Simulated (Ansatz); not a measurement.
# Al: the cost of one run

Computed with Ansatz 0.2.0 (DFT PBE, scalar-relativistic, plane waves, PAW, unless a step's input says otherwise).

1 further run of the same task is left out (set aside as unsound or not needed).

**1. The structure to begin with**

Symmetry: Fm-3m, No. 225, cubic system. The conventional cell has a = 4.041 Å, b = 4.041 Å, c = 4.041 Å, α = 90.00°, β = 90.00°, γ = 90.00°. Al (site symmetry m-3m) is surrounded by 12 Al at 2.86 Å.

Coordinates:

```
CELL_PARAMETERS angstrom
0.00000 2.02031 2.02031
2.02031 0.00000 2.02031
2.02031 2.02031 0.00000
ATOMIC_POSITIONS crystal
Al 0.00000 0.00000 0.00000
```

It is the result of an earlier relaxation at this level (volume 16.49 Å³/atom; gap on the mesh: none (metal)).

**2. Bulk reference on the slab's mesh**

Contents of input.yaml:

```yaml
crystal:
  lattice:
    - [2.857151384, 0.0, 0.0]
    - [0.0, 2.857151384, 0.0]
    - [1.428575692, 1.428575692, 2.0203111185]
  atoms:
    - { symbol: Al, position: [0.0, 0.0, 0.0] }
basis:
  ecutwfc: 420
kpoints:
  mp_grid: { grid: [12, 12, 17] }
hamiltonian:
  xc: pbe
scf:
  occupations: { method: gaussian, width: 0.1 }
output:
  forces: true
  stress: true
  eigenvalues: true
```

Run with:

```console
ansatz run input.yaml --threads 1 --pin off --max-ram 2560MiB --backend cpu --events-out ev --progress --plain --runs-dir out
```

**Question.** How long does this run take on 1 thread of Intel Xeon at 2.70GHz, shared host, and how much memory does it need?

About 4.8 s, with a peak of 0.38 GiB.
